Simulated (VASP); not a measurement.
# CaSe (F-43m) in VASP: equation of state

Aim: energy against volume of CaSe in PBE, for its equilibrium volume and stiffness.

Everything below comes from runs of VASP 6.6.1. Logs are shortened: lines on timing, memory, paths and dates and some standing lists are left out, and cuts for length are marked.

### 1 Starting point

It takes space group F-43m (No. 216, cubic). The conventional cell has a = 6.600 Å, b = 6.600 Å, c = 6.600 Å, α = 90.00°, β = 90.00°, γ = 90.00°. Around Se (site symmetry -43m) lie 4 Ca at 2.86 Å. Ca (site symmetry -43m) is surrounded by 4 Se at 2.86 Å.

The cell comes from a database or a generator and needn't be the stable form of this composition.

### 2 Equation of state, PBE, 33.78 Å³/atom (volume scaled by 0.94)

The input, INCAR:

```
SYSTEM = CaSe
PREC = Accurate
ENCUT = 520
EDIFF = 1E-7
ISMEAR = -1
SIGMA = 0.05
LREAL = .FALSE.
LASPH = .TRUE.
NELM = 60
ALGO = Normal
ISIF = 2
LWAVE = .FALSE.
LCHARG = .FALSE.
GGA = PE
NBANDS = 15
```

The input, KPOINTS:

```
regular mesh
0
G
  7 7 7
  0 0 0
```

The input, POSCAR:

```
CaSe
1.0
    0.0000000000      3.2326341588      3.2326341588
    3.2326341588      0.0000000000      3.2326341588
    3.2326341588      3.2326341588      0.0000000000
Se Ca
1 1
Direct
    0.2500000000      0.2500000000      0.2500000000
    0.0000000000      0.0000000000      0.0000000000
```

Potentials or basis: VASP PAW PBE potentials, release 64 (Se, Ca_sv).

Run with:

```sh
$ cat potpaw_PBE.64/Se/POTCAR potpaw_PBE.64/Ca_sv/POTCAR > POTCAR
$ mpirun -np 1 vasp_std > vasp.out
```

OUTCAR:

```text
SYSTEM = CaSe
   PREC = Accurate
   ENCUT = 520
   EDIFF = 1E-7
   ISMEAR = -1
   LREAL = .FALSE.
   LASPH = .TRUE.
   NELM = 60
   ISIF = 2
   GGA = PE

 Found     20 irreducible k-points:

 Following reciprocal coordinates:
            Coordinates               Weight
  0.000000  0.000000  0.000000      1.000000
  0.142857  0.000000  0.000000      8.000000
  0.285714  0.000000  0.000000      8.000000
  0.428571  0.000000  0.000000      8.000000
  0.142857  0.142857  0.000000      6.000000
  0.285714  0.142857  0.000000     24.000000
   k-points           NKPTS =     20   k-points in BZ     NKDIM =     20   number of bands    NBANDS=     15
   number of dos      NEDOS =    301   number of ions     NIONS =      2
   total plane-waves  NPLWV =  46656
   dimension x,y,z NGX =    36 NGY =   36 NGZ =   36
   dimension x,y,z NGXF=    72 NGYF=   72 NGZF=   72
   ions per type =               1   1
   NGX,Y,Z   is equivalent  to a cutoff of  13.09, 13.09, 13.09 a.u.
   NGXF,Y,Z  is equivalent  to a cutoff of  26.18, 26.18, 26.18 a.u.
 SYSTEM =  CaSe
   PREC   = accura    normal or accurate (medium, high low for compatibility)
   ISTART =      0    job   : 0-new  1-cont  2-samecut
   ICHARG =      2    charge: 1-file 2-atom 10-const
   ISPIN  =      1    spin polarized calculation?
   LNONCOLLINEAR =      F non collinear calculations
   LSORBIT =      F    spin-orbit coupling
   LASPH  =      T    aspherical Exc in radial PAW
   ENCUT  =  520.0 eV  38.22 Ry    6.18 a.u.   8.50  8.50  8.50*2*pi/ulx,y,z
   NELM   =     60;   NELMIN=  2; NELMDL= -5     # of ELM steps
   EDIFF  = 0.1E-06   stopping-criterion for ELM
   LREAL  =      F    real-space projection
   EDIFFG = 0.1E-05   stopping-criterion for IOM
   NSW    =      0    number of steps for IOM
   IBRION =     -1    ionic relax: 0-MD 1-quasi-New 2-CG
   NFREE  =      0    steps in history (QN), initial steepest desc. (CG)
   ISIF   =      2    stress and relaxation
   ISYM   =      2    0-nonsym 1-usesym 2-fastsym
   POTIM  = 0.5000    time-step for ionic-motion
   TEBEG  =    0.0;   TEEND  =   0.0 temperature during run
   PSTRESS=    0.0 pullay stress
   NELECT =      16.0000    total number of electrons
   NUPDOWN=      -1.0000    fix difference up-down
   EMIN   =  10.00;   EMAX   =-10.00  energy-range for DOS
   EFERMI =   0.00;   METHOD = LEGACY
   ISMEAR =    -1;   SIGMA  =   0.05  broadening in eV -4-tet -1-fermi 0-gaus
   EFERMI_NEDOS =   21; number of points for ismear=-14 and -15
   IALGO  =     38    algorithm
   IMIX   =      4    mixing-type and parameters
     AMIX     =   0.40;   BMIX     =  1.00
     AMIX_MAG =   1.60;   BMIX_MAG =  1.00
  volume/ion in A,a.u.               =      33.78       227.96
  Fermi-wavevector in a.u.,A,eV,Ry     =   1.012857  1.914023 13.957944  1.025880
  Thomas-Fermi vector in A             =   2.145992
   LORBIT       =      0    0 simple, 1 ext, 2 COOP (PROOUT), +10 PAW based schemes
   GGA     = PE    functional components
   LHFCALC =     F    Hartree Fock is set to
   AEXX    =    0.0000 exact exchange contribution
   IVDW    =     0    specifies the selected vdW correction
   LEPSILON=     F    determine dielectric tensor
   LRPA    =     F    only Hartree local field effects (RPA)
 non-spin polarized calculation
  energy-cutoff  :      520.00
  volume of cell :       67.56
 maximum number of plane-waves:      1841
 NGX is ok and might be reduce to    36
   NGX = 17   NGY = 17   NGZ = 17

 number of electron      16.0000001 magnetization

 Free energy of the ion-electron system (eV)
  ---------------------------------------------------
  ext. energy  EPLUGINS =         0.00000000
  ---------------------------------------------------
  free energy    TOTEN  =        -8.94223300 eV

  energy without entropy =       -8.94223300  energy(sigma->0) =       -8.94223300

 E-fermi :   1.0375     XC(G=0):  -7.7849

 val. band max:       -0.1252989938   @ k =  -0.2857   0.2857   0.0000
 cond. band min:       3.2087013969   @ k =   0.0000   0.0000   0.0000
 fundamental gap:      3.3340003906
 Fermi energy:         1.0374689154

 k-point     1 :       0.0000    0.0000    0.0000
  band No.  band energies     occupation
      1     -39.0067      2.00000
      2     -20.0350      2.00000
      3     -20.0350      2.00000
      4     -20.0350      2.00000
      5     -10.5099      2.00000
      6      -0.2434      2.00000
      7      -0.2434      2.00000
      8      -0.2434      2.00000
      9       3.2087      0.00000
     10       5.3510      0.00000
     11       5.3510      0.00000
     12       7.5006      0.00000
     13       7.5006      0.00000
     14       7.5006      0.00000
     15       9.2065      0.00000

 k-point     2 :       0.1429    0.0000    0.0000
  band No.  band energies     occupation
      1     -39.0063      2.00000
      2     -20.0457      2.00000
      3     -20.0363      2.00000
      4     -20.0363      2.00000
      5     -10.4553      2.00000
      6      -0.5687      2.00000
      7      -0.2223      2.00000
      8      -0.2223      2.00000
      9       3.8169      0.00000
     10       5.2466      0.00000
     11       5.2466      0.00000
     12       7.1327      0.00000
     13       7.5187      0.00000
     14       7.5187      0.00000
     15       8.6145      0.00000
[... 41 lines left out ...]
      3     -20.0381      2.00000
      4     -20.0381      2.00000
      5     -10.4371      2.00000
      6      -0.6247      2.00000
      7      -0.2323      2.00000
      8      -0.2323      2.00000
      9       4.0044      0.00000
     10       4.9295      0.00000
     11       5.4815      0.00000
     12       7.2715      0.00000
     13       7.2715      0.00000
     14       7.4383      0.00000
     15       8.6424      0.00000

 k-point     6 :       0.2857    0.1429    0.0000
  band No.  band energies     occupation
      1     -39.0053      2.00000
      2     -20.0643      2.00000
      3     -20.0413      2.00000
      4     -20.0411      2.00000
      5     -10.3364      2.00000
      6      -0.9867      2.00000
      7      -0.2322      2.00000
      8      -0.2050      2.00000
      9       4.5239      0.00000
     10       5.0529      0.00000
     11       5.5540      0.00000
     12       6.5151      0.00000
     13       6.9369      0.00000
     14       7.3412      0.00000
     15       8.5438      0.00000

 [... further k-points ...]

------------------------ aborting loop because EDIFF is reached ----------------------------------------

  FORCE on cell =-STRESS in cart. coord.  units (eV):
  Direction    XX          YY          ZZ          XY          YZ          ZX
  --------------------------------------------------------------------------------------
  -------------------------------------------------------------------------------------
  Total        0.9238244      0.9238244      0.9238244      0.0000000      0.0000000      0.0000000
  in kB       21.9078804     21.9078804     21.9078804      0.0000000      0.0000000      0.0000000
  external PRESSURE =      21.9078804 kB  Pullay stress =       0.0000000 kB

 VOLUME and BASIS-vectors are now :
 -----------------------------------------------------------------------------
  energy-cutoff  :      520.00
  volume of cell :       67.56
      direct lattice vectors                 reciprocal lattice vectors
     0.000000000  3.232634159  3.232634159    -0.154672622  0.154672622  0.154672622
     3.232634159  0.000000000  3.232634159     0.154672622 -0.154672622  0.154672622
     3.232634159  3.232634159  0.000000000     0.154672622  0.154672622 -0.154672622

 POSITION                                       TOTAL-FORCE (eV/Angst)
 -----------------------------------------------------------------------------------
      1.61632      1.61632      1.61632         0.000000      0.000000      0.000000
      0.00000      0.00000      0.00000        -0.000000     -0.000000     -0.000000
 -----------------------------------------------------------------------------------
    total drift:                                0.000000      0.000000      0.000000

  FREE ENERGIE OF THE ION-ELECTRON SYSTEM (eV)
  ---------------------------------------------------
  free  energy   TOTEN  =        -8.9422330011 eV

  energy  without entropy=       -8.9422330010  energy(sigma->0) =       -8.94223300
```

Wall time 35 s (1 thread of Intel Xeon Platinum 8488C (Sapphire Rapids), shared host); peak memory 0.21 GiB.

Results:

| Quantity | Value |
| --- | --- |
| Free energy | -8.9422 eV |
| Pressure | 2.2 GPa |
| Band gap on the k mesh | 3.33 eV, indirect (least direct gap 3.45 eV) |

Caveat: an odd mesh through Γ misses points on the zone boundary, where band edges often lie.

### 3 Equation of state, PBE, 34.50 Å³/atom (volume scaled by 0.96)

The input, INCAR:

```
SYSTEM = CaSe
PREC = Accurate
ENCUT = 520
EDIFF = 1E-7
ISMEAR = -1
SIGMA = 0.05
LREAL = .False.
LASPH = .True.
NELM = 60
ALGO = Normal
ISIF = 2
LWAVE = .False.
LCHARG = .False.
GGA = PE
NBANDS = 15
```

The input, KPOINTS:

```
Automatic mesh
0
Gamma
  7 7 7
  0 0 0
```

The input, POSCAR:

```
CaSe
1.0
    0.0000000000      3.2553999381      3.2553999381
    3.2553999381      0.0000000000      3.2553999381
    3.2553999381      3.2553999381      0.0000000000
Se Ca
1 1
Direct
    0.2500000000      0.2500000000      0.2500000000
    0.0000000000      0.0000000000      0.0000000000
```

Potentials or basis: VASP PAW PBE potentials, release 64 (Se, Ca_sv).

Run with:

```sh
$ cat potpaw_PBE.64/Se/POTCAR potpaw_PBE.64/Ca_sv/POTCAR > POTCAR
$ mpirun -np 1 vasp_std > vasp.out
```

It took 34 s on 1 thread of Intel Xeon Platinum 8488C (Sapphire Rapids), shared host; peak memory 0.21 GiB.

Results (log left out):

| Property | Result |
| --- | --- |
| Free energy | -8.9583 eV |
| Pressure | 1.4 GPa |
| Band gap on the k mesh | 3.27 eV, indirect (least direct gap 3.38 eV) |

Caveat: an odd mesh through Γ misses points on the zone boundary, where band edges often lie.

### 4 Equation of state, PBE, 35.22 Å³/atom (volume scaled by 0.98)

The input, INCAR:

```
SYSTEM = CaSe
PREC     = Accurate       ! precision mode
ENCUT    = 520            ! plane-wave cutoff, eV
EDIFF    = 1E-7           ! SCF threshold, eV
ISMEAR   = -1             ! smearing method
SIGMA    = 0.05           ! smearing width, eV
LREAL    = .False.        ! projectors in reciprocal space
LASPH    = .True.         ! aspherical terms in the spheres
NELM     = 80             ! most SCF steps
ALGO     = Normal         ! electronic algorithm
ISIF     = 2              ! what is computed and relaxed
LWAVE    = .False.        ! write WAVECAR
LCHARG   = .False.        ! write CHGCAR
GGA      = PE             ! functional
NBANDS   = 15             ! bands
```

The input, KPOINTS:

```
regular mesh
0
Gamma
  7 7 7
  0 0 0
```

The input, POSCAR:

```
CaSe
1.0
    0.0000000000      3.2778516817      3.2778516817
    3.2778516817      0.0000000000      3.2778516817
    3.2778516817      3.2778516817      0.0000000000
Se Ca
1 1
Direct
    0.2500000000      0.2500000000      0.2500000000
    0.0000000000      0.0000000000      0.0000000000
```

Run with:

```sh
$ cat potpaw_PBE.64/Se/POTCAR potpaw_PBE.64/Ca_sv/POTCAR > POTCAR
$ mpirun -np 1 vasp_std > vasp.out
```

Run time: 33 s. Hardware: 1 thread of Intel Xeon Platinum 8488C (Sapphire Rapids), shared host; peak memory 0.21 GiB.

The run converged. Its results:

```
Free energy            : -8.9673 eV
Pressure               : 0.6 GPa
Band gap on the k mesh : 3.21 eV, indirect (least direct gap 3.31 eV)
```

Caveat: an odd mesh through Γ misses points on the zone boundary, where band edges often lie.

### 5 Equation of state, PBE, 36.66 Å³/atom (volume scaled by 1.02)

The input, INCAR:

```
ALGO = Normal
EDIFF = 1E-7
ENCUT = 520
GGA = PE
ISIF = 2
ISMEAR = -1
LASPH = T
LCHARG = F
LREAL = F
LWAVE = F
NBANDS = 15
NELM = 60
PREC = Accurate
SIGMA = 0.05
```

The input, KPOINTS:

```
k-points
0
Gamma
  7 7 7
```

The input, POSCAR:

```
CaSe
1.0
    0.0000000000      3.3218549415      3.3218549415
    3.3218549415      0.0000000000      3.3218549415
    3.3218549415      3.3218549415      0.0000000000
Se Ca
1 1
Direct
    0.2500000000      0.2500000000      0.2500000000
    0.0000000000      0.0000000000      0.0000000000
```

Run with:

```sh
$ cat potpaw_PBE.64/Se/POTCAR potpaw_PBE.64/Ca_sv/POTCAR > POTCAR
$ mpirun -np 1 vasp_std > vasp.out
```

Wall time 30 s (1 thread of Intel Xeon Platinum 8488C (Sapphire Rapids), shared host); peak memory 0.2 GiB.

It converged, with:

```
Free energy            : -8.9667 eV
Pressure               : -0.7 GPa
Band gap on the k mesh : 3.09 eV, indirect (least direct gap 3.17 eV)
```

Caveat: an odd mesh through Γ misses points on the zone boundary, where band edges often lie.

### 6 Equation of state, PBE, 37.37 Å³/atom (volume scaled by 1.04)

The input, INCAR:

```
SYSTEM = CaSe
ALGO = Normal
EDIFF = 1E-7
ENCUT = 520
GGA = PE
ISIF = 2
ISMEAR = -1
LASPH = .TRUE.
LCHARG = .FALSE.
LREAL = .FALSE.
LWAVE = .FALSE.
NBANDS = 15
NELM = 80
PREC = Accurate
SIGMA = 0.05
```

The input, KPOINTS:

```
k-points
0
G
  7 7 7
  0 0 0
```

The input, POSCAR:

```
CaSe
1.0
    0.0000000000      3.3434260326      3.3434260326
    3.3434260326      0.0000000000      3.3434260326
    3.3434260326      3.3434260326      0.0000000000
Se Ca
1 1
Direct
    0.2500000000      0.2500000000      0.2500000000
    0.0000000000      0.0000000000      0.0000000000
```

Potentials or basis: VASP PAW PBE potentials, release 64 (Se, Ca_sv).

Run with:

```sh
$ cat potpaw_PBE.64/Se/POTCAR potpaw_PBE.64/Ca_sv/POTCAR > POTCAR
$ mpirun -np 1 vasp_std > vasp.out
```

Run time: 36 s. Hardware: 1 thread of Intel Xeon Platinum 8488C (Sapphire Rapids), shared host; peak memory 0.21 GiB.

Results (log left out):

* Free energy: -8.9582 eV
* Pressure: -1.2 GPa
* Band gap on the k mesh: 3.03 eV, indirect (least direct gap 3.10 eV)

Caveat: an odd mesh through Γ misses points on the zone boundary, where band edges often lie.

(Part 1 of 2 ends here.)
